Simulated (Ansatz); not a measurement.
Runs of Ansatz 0.2.0 on Al2Pt. It takes space group Fm-3m (No. 225, cubic). The conventional cell has a = 5.910 Å, b = 5.910 Å, c = 5.910 Å, α = 90.00°, β = 90.00°, γ = 90.00°. Pt (site symmetry m-3m) is surrounded by 8 Al at 2.56 Å. Al (site symmetry -43m) has 4 Pt at 2.56 Å as nearest neighbours. 

```csv
task,level,k mesh,cutoff (eV),basis error allowed,pressure (GPa)
band structure,PBEsol,6 × 6 × 6,236,0.002 eV/atom,-1.0
band structure,LDA,8 × 8 × 8,236,0.002 eV/atom,-3.9
band structure,PBEsol,8 × 8 × 8,236,0.002 eV/atom,-0.9
band structure,PBE,8 × 8 × 8,236,0.002 eV/atom,(a)
```

Alike in all rows: potentials or basis all-electron LAPW, scalar-relativistic; no spin polarisation; cell as given; smearing fermi-dirac 0.05 eV.

Question: Fill in the values left out.

Answer: (a) 2.5.

Caveats: the k mesh is thin for a metal, which can move the energy by tens of meV per atom (some runs).

Not every run made on this cell is shown here.
